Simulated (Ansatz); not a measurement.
# Direct or indirect: PbSeS sheet (P3m1)

```
CELL_PARAMETERS angstrom
3.93160 0.00000 0.00000
-1.96580 3.40487 0.00000
0.00000 0.00000 29.97551
ATOMIC_POSITIONS crystal
Pb 0.33333 0.66667 0.31484
Se 0.00000 0.00000 0.37128
S 0.66667 0.33333 0.26395
```

Method: Ansatz, PBE, independent particles, without spin-orbit coupling, line width 0.15 eV (Gaussian). The band structure gives a fundamental gap of 0.24 eV. The spectrum of vertical transitions near the edge:

```csv
E (eV),"absorbance (%), E ∥ xy"
0.00,0.00
0.12,0.00
0.24,0.00
0.36,0.02
0.48,0.20
0.60,0.74
0.72,1.40
0.84,1.78
0.96,1.98
1.08,2.13
1.20,2.28
1.32,2.52
1.44,3.31
1.56,4.62
1.68,5.00
1.80,4.94
```

Q: Is the gap direct or indirect, and about where do vertical transitions set in?

A: Indirect, by the band path, whose least direct gap is 0.56 eV. The curves fit this: they stay near zero above 0.24 eV and rise only from about 0.6 eV, though a forbidden direct transition would look alike. Lines are broadened by 0.15 eV, which spreads the edge, and phonons, which would give weak absorption from the fundamental gap up, are left out.

Cells made by substitution are models, which may or may not match a known phase.

[Logs are printed without paths, hosts, clocks, repeated set-up lines and the standing remarks that a program may print on its own settings, such as how far it seeks lower states.]
